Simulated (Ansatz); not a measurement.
## ZrB2 under changes of volume

One of the cells (10.249 Å³/atom); the others are scaled copies at fixed shape and fractional positions:

```xyz
3
Lattice="3.1700 0.0000 0.0000 -1.5850 2.7453 0.0000 0.0000 0.0000 3.5330" Properties=species:S:1:pos:R:3 pbc="T T T"
Zr    0.0000    0.0000    0.0000
B     1.5850    0.9151    1.7665
B     0.0000    1.8302    1.7665
```

- Program: Ansatz 0.2.0
- Functional: PBE
- Potentials or basis: Ansatz PAW
- Cutoff: 420 eV (not typed: the program's choice for these potentials)
- k mesh: 10 × 10 × 8
- Occupations: fermi-dirac, width 0.05 eV
- Spin: no spin polarisation

```csv
volume (Å³/atom),energy over the lowest point (meV/atom),pressure (GPa)
9.634,33.83,17.7
9.839,15.23,11.5
10.044,?,?
10.249,0.00,0.8
10.454,1.98,-3.8
10.659,9.59,-8.0
10.864,22.32,-11.8
```

**Question.** What does the run at 10.044 Å³/atom give?

**Answer.** Energy over the lowest point 4.19 meV/atom; pressure 5.9 GPa.

Worked out: A Birch-Murnaghan fit of order 3 (a polynomial in V^(-2/3)) to the other rows has its minimum at 10.28 Å³/atom with B0 = V·E''(V) = 239 GPa and B' = 3.9 at fixed shape and positions, which overstates the stiffness. It gives 4.19 meV/atom at 10.044 Å³/atom, against the run's 4.19, and -dE/dV = 5.9 GPa, against 5.9.

Energies are extrapolated to zero smearing.
